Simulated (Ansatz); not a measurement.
**Computed properties of Nb**

```
Nb
1.0
     2.71676    0.00000    0.00000
     0.00000    2.71676    0.00000
     0.00000    0.00000    2.71676
Nb
1
Direct
  0.00000 0.00000 0.00000
```

The cell was built from the sc type and relaxed in the same program, and has space group Pm-3m; it needn't be a known or the stable phase.

Spin polarisation is left out, and whether a magnetic state lies lower isn't shown here.

Theory: DFT, PBE, all-electron LAPW, scalar-relativistic in Ansatz 0.2.0.

Sampling and basis: a Γ-centred 13×13×13 k mesh, Fermi–Dirac smearing of 0.03 eV, basis error target 0.5 meV/atom, no spin polarisation.

```json
{
 "Band gap": "none: with an odd electron count and no spin polarisation the bands can't all be full, a metal in this set-up (spin order or a larger cell could open a gap)",
 "Density of states at the Fermi level (0.2 eV bin)": "0.98 states/eV per cell",
 "Volume per atom": "135.3 bohr³",
 "Pressure at this cell": "-0.1 kbar"
}
```
